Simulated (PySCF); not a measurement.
Molecule: Propanal (CCC=O, C$_{3}$H$_{6}$O).

Geometry (Å), atoms numbered from 1 in this order:
```xyz
10

C    -1.0634    0.4704   -0.0996
C     0.0463   -0.5584   -0.1720
C     1.3777   -0.0584    0.3123
O     1.5880    1.0576    0.7053
H    -2.0120    0.0585   -0.4723
H    -0.8135    1.3595   -0.6961
H    -1.2168    0.8098    0.9350
H    -0.1882   -1.4683    0.4116
H     0.2031   -0.9286   -1.2029
H     2.2034   -0.8189    0.2831
```

Geometry PBE0-D3(BJ)/def2-SVP throughout; GIAO in PySCF 2.14.0 with density-fitted response routines, gas phase, one conformer, non-relativistic; equivalent atoms averaged; basis pcSseg-2.

(1) How do the absolute shieldings σ depend on the functional? (ppm; last column core-seconds on shared hosts with different chips, so compare them loosely)

(2) Which nucleus moves most, in ppm?

Answers

(1) 
| functional | kind | C3 | C2 | C1 | O4 | H10 | H8/H9 | H5/H6/H7 | core-s |
| --- | --- | --- | --- | --- | --- | --- | --- | --- | --- |
| HF | Hartree–Fock | -14.1 | 153.4 | 182.7 | -334.5 | 22.27 | 29.50 | 30.55 | 5.7 |
| LDA | LDA | -38.8 | 132.2 | 176.1 | -364.1 | 20.15 | 28.13 | 29.88 | 14 |
| PBE | GGA | -30.5 | 133.3 | 172.6 | -340.2 | 20.67 | 28.62 | 30.23 | 18 |
| BLYP | GGA | -34.5 | 128.2 | 167.5 | -339.5 | 20.91 | 28.85 | 30.37 | 19 |
| BP86 | GGA | -29.9 | 133.4 | 172.1 | -336.1 | 20.77 | 28.69 | 30.28 | 18 |
| OPBE | GGA | -18.4 | 140.3 | 176.4 | -313.6 | 20.75 | 28.64 | 30.26 | 19 |
| KT2 | GGA | -14.8 | 138.6 | 175.7 | -295.3 | 21.02 | 28.71 | 30.22 | 18 |
| KT3 | GGA | -13.9 | 137.9 | 173.2 | -288.3 | 21.20 | 28.89 | 30.35 | 19 |
| B97-D | GGA | -24.2 | 134.2 | 170.9 | -310.8 | 21.05 | 28.88 | 30.39 | 18 |
| B3LYP | global hybrid | -31.4 | 134.4 | 171.6 | -347.6 | 21.20 | 28.93 | 30.36 | 12 |
| PBE0 | global hybrid | -26.6 | 140.4 | 177.0 | -348.6 | 21.08 | 28.79 | 30.26 | 12 |
| mPW1PW91 | global hybrid | -27.1 | 139.9 | 176.1 | -348.9 | 21.16 | 28.85 | 30.31 | 12 |
| WP04 | global hybrid | -38.0 | 128.5 | 162.1 | -328.8 | 21.88 | 29.23 | 30.56 | 20 |
| B97-2 | global hybrid | -22.8 | 140.3 | 175.5 | -328.3 | 21.25 | 28.92 | 30.36 | 20 |
| BHandHLYP | global hybrid | -26.1 | 142.0 | 176.4 | -350.0 | 21.62 | 29.10 | 30.38 | 17 |
| CAM-B3LYP | range-separated hybrid | -31.8 | 138.5 | 175.6 | -352.7 | 21.27 | 28.90 | 30.30 | 21 |
| wB97X-D | range-separated hybrid | -27.5 | 141.1 | 176.9 | -350.7 | 21.30 | 28.94 | 30.35 | 34 |
| LC-wPBE | range-separated hybrid | -29.5 | 145.9 | 181.2 | -349.3 | 21.36 | 28.92 | 30.33 | 28 |

(2) O4 (aldehyde oxygen): from -364.1 ppm with LDA to -288.3 ppm with KT3. The smallest spread is 0.68 ppm, at H5/H6/H7. Proton shifts span only some 12 ppm, so a few tenths of a ppm matter as much there as several ppm in carbon.
